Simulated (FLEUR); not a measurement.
Al:

```
CELL_PARAMETERS angstrom
0.00000 2.02481 2.02481
2.02481 0.00000 2.02481
2.02481 2.02481 0.00000
ATOMIC_POSITIONS crystal
Al 0.00000 0.00000 0.00000
```

| Item | Value |
| --- | --- |
| Program | FLEUR MaX-R8.1 (later development tree) |
| Task | single point |
| Functional | PBEsol |
| Potentials or basis | all-electron |
| Basis | FLAPW |
| Kmax | 4.1 1/bohr |
| k mesh | 11 × 11 × 11 |
| Occupations | fermi-dirac, width 0.05 eV |
| Spin | no spin polarisation |
| Gmax | 12.7 1/bohr |
| Muffin-tin radii | Al 2.45 bohr |
| lmax | Al 10 |
| lnonsphr | Al 10 |
| Local orbitals a species | Al 4 |
| Max iterations | 60 |
| Mixing factor | 0.05 |
| Mixer | Anderson |
| Mixer history | 15 |

On this cell: band gap on the k mesh none (metal or under the smearing width).

The same run follows on a disturbed copy (cell strained at random at fixed volume):

```
Al
1.0
     0.04789    1.96914    2.02685
     2.04326   -0.00835    2.08310
     2.04058    2.02271   -0.00568
Al
1
Direct
  0.00598 0.98688 0.02117
```

Task: What does the disturbed cell give?

Result: The energy (extrapolated to zero smearing) moves by +4.7 meV/atom; band gap on the k mesh none (metal or under the smearing width).
